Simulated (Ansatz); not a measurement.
**Silicon, hcp under PBEsol: ground state and equation of state**

What does PBEsol give for silicon in the hcp structure? We relax it, solve it on a dense k-mesh, then scale the cell to 7 volumes from 88 to 112 % of the relaxed one and try a fit of the equation of state. Spin polarisation is left out. The k-meshes are 13×13×7 for the relaxation; 22×22×12 for the dense run; 15×15×8 for the volumes.

This is Si in the hcp structure; at room conditions it is diamond.

Computed with Ansatz 0.2.0 (DFT PBEsol, plane waves (420 eV) with PAW, scalar-relativistic; the PAW data stem from PBE, with regenerated cores, unless a step says otherwise).

## 1. The starting structure

The structure is hexagonal, space group P6_3/mmc (No. 194). Conventional cell: a = 2.769 Å, b = 2.769 Å, c = 4.522 Å, α = 90.00°, β = 90.00°, γ = 120.00°. Si (site symmetry -6m2) is surrounded by 12 Si at 2.77 Å.

As a file:

```cif
data_structure
_symmetry_space_group_name_H-M 'P 1'
_symmetry_Int_Tables_number 1
_cell_length_a 2.7692
_cell_length_b 2.7692
_cell_length_c 4.5221
_cell_angle_alpha 90.000
_cell_angle_beta 90.000
_cell_angle_gamma 120.000
_cell_volume 30.03
loop_
_atom_site_label
_atom_site_type_symbol
_atom_site_fract_x
_atom_site_fract_y
_atom_site_fract_z
_atom_site_occupancy
Si1 Si 0.33333 0.66667 0.25000 1
Si2 Si 0.66667 0.33333 0.75000 1
```

## 2. Geometry optimisation

The input, input.yaml:

```yaml
crystal:
  lattice:
    - [2.7691764586, 0.0, 0.0]
    - [-1.3845882293, 2.3981771607, 0.0]
    - [0.0, 0.0, 4.5220651569]
  atoms:
    - { symbol: Si, position: [0.3333333333, 0.6666666667, 0.25] }
    - { symbol: Si, position: [0.6666666667, 0.3333333333, 0.75] }
hamiltonian:
  xc: pbesol
  pseudopotentials:
    kind: paw
    azcp:
      Si: "pseudopotentials/Si.paw.azcp"
basis:
  ecutwfc: 420
  fft_grid_basis: typed
kpoints:
  mp_grid: { grid: [13, 13, 7], shift: [0, 0, 0] }
magnetization:
  spin_polarized: false
scf:
  occupations: { method: fermi_dirac, width: 0.1 }
relax:
  max_steps: 60
  f_tol: 0.01
  cell: {}
```

Command:

```bash
$ ansatz run input.yaml --threads 2 --pin off --max-ram 5120MiB --backend cpu --events-out ev --progress --plain --runs-dir out
```

Further steps of the session: The energy on a finer k-mesh; At 88 % of the relaxed volume; At 92 % of the relaxed volume; At 96 % of the relaxed volume; At 100 % of the relaxed volume; At 104 % of the relaxed volume; At 108 % of the relaxed volume; At 112 % of the relaxed volume.

**Question.** What will these runs give? Wanted: space group; conventional cell; volume; shortest distance; gap on the mesh; relative to diamond; V₀, B₀, B₀′.

The runs gave:

```
                      quantity                                   value
space group (spins left aside)                      P6_3/mmc (No. 194)
             conventional cell  a = 2.678 Å, c = 4.506 Å (c/a = 1.683)
                        volume                          13.990 Å³/atom
             shortest distance                                 2.678 Å
               gap on the mesh            none (levels filled in part)
           relative to diamond                           +373 meV/atom
                   V₀, B₀, B₀′             13.923 Å³/atom, 96 GPa, 4.7
```

In words: The relaxation shrank the cell by 6.8 % in volume. It lies 373 meV/atom above the element's reference form at the same level (diamond, from a run of its own), so it is far from stable. No gap shows: it is a metal or semimetal at this level. The fitted modulus is 96 GPa; letting shape and positions relax at each volume could only lower it. The symmetry was held, so the structure may be unstable against distortions that break it.
